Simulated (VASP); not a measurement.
A run of VASP 6.6.1 is set up as follows.

File POSCAR:

```
HCl
1.0
    8.4901850000      0.0000000000      0.0000000000
    0.0000000000      8.4901850000      0.0000000000
    0.0000000000      0.0000000000      8.4901850000
Cl H
12 12
Direct
    0.5858765151      0.5976901563      0.9590721521
    0.0497633444      0.1828699846      0.3955155276
   -0.0001295614      0.6077370517      0.5955818395
    0.6124012610      0.1178772901      0.3159884031
    0.1556267620      0.4856666845      1.0025223243
    0.6373006006      0.5935088576      0.4136776760
    0.3026435820      0.8399934748      0.2114794907
    0.1697136164      0.9663275889      0.7748005491
    0.8167666547      0.2426448894      0.8778136165
    0.8880371865      0.8474491427      0.1351914004
    0.4003799682      0.3368360053      0.6530599745
    0.5890448795      0.9387781303      0.6794787157
    0.6546853808      0.4611560290      0.9293437069
    0.0309298325      0.2986036229      0.2978144764
    0.0688324224      0.7300194283      0.6597971658
    0.7173106358      0.0094933149      0.2814897437
    0.2489227267      0.3997439396      0.9203686374
    0.7550483293      0.6443911411      0.4979985713
    0.2827971358      0.7126582047      0.1359216554
    0.2979087028      0.9685772454      0.6903500925
    0.7027173142      0.1447553852      0.8388627574
    1.0236761625      0.9000981722      0.1795602805
    0.4760791432      0.4443130509      0.5843571135
    0.6169005740      1.0196950950      0.5491517558
```

File INCAR.step1:

```
SYSTEM = HCl
PREC = Accurate ; ENCUT = 520
ISMEAR = -1 ; SIGMA = 0.05
LREAL = Auto ; LASPH = .True.
NELM = 100 ; NBANDS = 66
GGA = PE ; ALGO = Normal
EDIFF = 1E-4 ; LWAVE = .True.
LCHARG = .False.
```

Contents of INCAR.step2:

```
SYSTEM = HCl
PREC = Accurate ; ENCUT = 520
EDIFF = 1E-6 ; ISMEAR = -1
SIGMA = 0.05 ; LREAL = Auto
LASPH = .True. ; NELM = 100
ALGO = Normal ; ISIF = 2
LWAVE = .False. ; LCHARG = .False.
METAGGA = R2SCAN ; LMIXTAU = .True.
NBANDS = 66 ; ISTART = 1
```

File KPOINTS:

```
Automatic mesh
0
Gamma
  1 1 1
  0 0 0
```

Potentials or basis: VASP PAW PBE potentials, release 64 (Cl, H).

The run is started by

```console
$ cat potpaw_PBE.64/Cl/POTCAR potpaw_PBE.64/H/POTCAR > POTCAR
$ cp INCAR.step1 INCAR
$ mpirun -np 1 vasp_gam > vasp.out
$ cp INCAR.step2 INCAR
$ mpirun -np 1 vasp_gam > vasp.out
```

Problem. What does it give for the pressure?

Solution. -0.3 GPa.

Problem. What does it give for the band gap on the k mesh?

Solution. 6.12 eV, direct.

Problem. Estimate the largest force.

Solution. 1.071 eV/Å.

Stress tensor (GPa, compression positive):
```
-0.26  0.18  0.06
 0.18 -0.48 -0.05
 0.06 -0.05 -0.24
```

Caveat: the PAW data sets were made with another functional, which shifts forces and pressure a little. r2SCAN opens gaps a little over a GGA but as a rule still falls short of measured ones.
